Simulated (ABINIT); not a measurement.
The system is PtS2.

```
Pt S
1.0
     3.54320    0.00000    0.00000
    -1.77160    3.06850    0.00000
     0.00000    0.00000    5.03880
Pt S
1 2
Direct
  0.00000 0.00000 0.00000
  0.66667 0.33333 0.77300
  0.33333 0.66667 0.22700
```

Base run:

| Quantity | Value |
| --- | --- |
| Program | ABINIT 10.8.3 (patched build) |
| Functional | BP86 |
| Potentials or basis | JTH PAW PBE v2.0 |
| Cutoff | 544 eV |
| k mesh | 9 × 9 × 5 |
| Occupations | fermi-dirac, width 0.05 eV |
| Spin | no spin polarisation |

Its results: band gap on the k mesh 0.96 eV, indirect (least direct gap 1.01 eV); pressure 13.4 GPa; largest force 1.486 eV/Å.

Q: After a change of settings the same cell gave: band gap on the k mesh 0.92 eV, indirect (least direct gap 0.95 eV); pressure 7.3 GPa; largest force 1.082 eV/Å. Which change was it?
A. functional from BP86 to PBEsol; k mesh from 9 × 9 × 5 to 12 × 12 × 6
B. functional from BP86 to PBEsol
C. functional from BP86 to rPW86PBE
D. functional from BP86 to RPBE

A: B.

Caveats: the PAW data sets were made with another functional, which shifts forces and pressure a little; spin-orbit coupling is left out, which moves the levels of the heavy elements.

Runs at the PBE level aren't shown here.
